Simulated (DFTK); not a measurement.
Runs of DFTK 0.8.2 on GaAs. Symmetry: F-43m, No. 216, cubic system. The conventional cell has a = 5.654 Å, b = 5.654 Å, c = 5.654 Å, α = 90.00°, β = 90.00°, γ = 90.00°. As (site symmetry -43m) has 4 Ga at 2.45 Å as nearest neighbours. Ga (site symmetry -43m) has 4 As at 2.45 Å as nearest neighbours. 

```csv
task,level,potentials or basis,k mesh,cutoff (eV),valence electrons,gap on the mesh (eV),pressure (GPa),V0 of scaled cells (Å³/atom),B0 (GPa)
equation of state,PBE,dojo.nc.sr.pbe.v0_4_1.standard.upf (PBE),8 × 8 × 8,1143,"As 15, Ga 13",-,-,(b),61
band structure,r2SCAN,SG15 1.2 (PBE),5 × 5 × 5,1225,"As 5, Ga 13",0.59,(d),-,-
equation of state,PBEsol,"cp2k.nc.sr.pbe.v0_1.largecore.gth (PBE, GTH, large core)",8 × 8 × 8,544,"As 5, Ga 3",-,-,23.36,(c)
band structure,r2SCAN,"in-house norm-conserving set (r2SCAN, scalar relativistic)",5 × 5 × 5,1225,"As 15, Ga 13",1.02,0.6,-,-
single point,PBE,dojo.nc.sr.pbe.v0_4_1.standard.upf (PBE),8 × 8 × 8,1143,"As 15, Ga 13",(a),3.4,-,-
equation of state,PBEsol,dojo.nc.sr.pbesol.v0_4_1.standard.upf (PBEsol),8 × 8 × 8,1143,"As 15, Ga 13",-,-,22.68,69
```

Alike in all rows: no spin polarisation; cell as given; smearing fermi-dirac 0.05 eV.

Task: Estimate the missing entries.

Result: (a) 0.52; (b) 23.74; (c) 62; (d) 0.2.

Caveats: the potentials were made for another functional, which shifts forces and pressure (some runs); the program warned that the kinetic-energy density falls under its von Weizsäcker bound, which can give unphysical results (some runs); GTH potentials come without recommended cutoffs, and this one wasn't checked for convergence (some runs); this set keeps more shells in the core, which shifts pressures and gaps (some runs).

A k mesh can miss the band edges, and the runs leave out spin-orbit coupling on As, Ga.

Not every run made on this cell is shown here.
